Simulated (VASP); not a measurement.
Input of a VASP 6.6.1 run:

The input INCAR:

```
SYSTEM = Al4H
ALGO     = Normal         ! electronic algorithm
EDIFF    = 1E-7           ! SCF threshold, eV
ENCUT    = 520            ! plane-wave cutoff, eV
GGA      = PE             ! functional
ISIF     = 2              ! what is computed and relaxed
ISMEAR   = -1             ! smearing method
LASPH    = .True.         ! aspherical terms in the spheres
LCHARG   = .False.        ! write CHGCAR
LREAL    = .False.        ! projectors in reciprocal space
LWAVE    = .False.        ! write WAVECAR
NBANDS   = 14             ! bands
NELM     = 80             ! most SCF steps
PREC     = Accurate       ! precision mode
SIGMA    = 0.05           ! smearing width, eV
```

The input KPOINTS:

```
k-points
0
Gamma
  6 6 6
  0 0 0
```

POSCAR

```
Al4H
1.0
    2.6528200000      1.5316100000      4.4266700000
   -2.6528200000      1.5316100000      4.4266700000
    0.0000000000     -3.0632100000      4.4266700000
Al H
4 1
Direct
    0.5000000000      0.5000000000      0.0000000000
    0.0000000000      0.5000000000      0.5000000000
    0.5000000000      0.0000000000      0.5000000000
    0.5000000000      0.5000000000      0.5000000000
    0.0000000000      0.0000000000      0.0000000000
```

Potentials or basis: VASP PAW PBE potentials, release 64 (Al, H).

The run is started by

```sh
$ cat potpaw_PBE.64/Al/POTCAR potpaw_PBE.64/H/POTCAR > POTCAR
$ mpirun -np 1 vasp_std > vasp.out
```

Q: Estimate the pressure.

A: -0.2 GPa.

Q: Predict the band gap on the k mesh.

A: None (metal or under the smearing width).

Stress tensor (GPa, compression positive):
```
-0.36  0.00  0.00
 0.00 -0.36  0.00
 0.00  0.00  0.25
```
